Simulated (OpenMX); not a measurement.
## SnO2 (Cassiterite) under changes of volume

One of the cells (11.922 Å³/atom); the others are scaled copies at fixed shape and fractional positions:

```
Sn O
1.0
     4.73800    0.00000    0.00000
     0.00000    4.73800    0.00000
     0.00000    0.00000    3.18650
Sn O
2 4
Direct
  0.50000 0.50000 0.50000
  0.00000 0.00000 0.00000
  0.80710 0.19290 0.50000
  0.69290 0.69290 0.00000
  0.19290 0.80710 0.50000
  0.30710 0.30710 0.00000
```

```yaml
Program: OpenMX 3.8.5
Functional: LDA
Potentials_or_basis: OpenMX 2013 LDA set, Sn7.0-s3p2d2, O6.0-s2p2d1, fixed grid of 64 × 64 × 42 points
k_mesh: 7 × 7 × 9
Occupations: fermi-dirac, width 0.05 eV
Spin: no spin polarisation
```

```tsv
volume (Å³/atom)	energy over the lowest point (meV/atom)	gap on the mesh (eV)	largest force (eV/Å)
11.207	?	?	?
11.445	42.05	none	0.430
11.684	20.89	0.10	0.336
11.922	7.46	0.22	0.254
12.161	0.75	0.45	0.173
12.399	0.00	0.61	0.097
12.637	4.63	0.39	0.033
```

What does the run at 11.207 Å³/atom give?

Energy over the lowest point 72.20 meV/atom; gap on the mesh 0.09 eV; largest force 0.530 eV/Å.

Worked out: A Birch-Murnaghan fit of order 3 (a polynomial in V^(-2/3)) to the other rows has its minimum at 12.31 Å³/atom with B0 = V·E''(V) = 193 GPa and B' = 5.2 at fixed shape and positions, which overstates the stiffness. It gives 71.68 meV/atom at 11.207 Å³/atom, against the run's 72.20.

Energies are extrapolated to zero smearing.

Caveats: the basis has few d functions beyond the semicore shells, which can make volumes several per cent too large; the basis of atomic orbitals isn't converged, which shifts pressures, moduli and gaps; spin-orbit coupling is left out, which moves the levels of the heavy elements (some runs); an odd mesh through Γ misses points on the zone boundary, where band edges often lie (some runs).

A gap of «none» marks a metal or a gap under the smearing width.
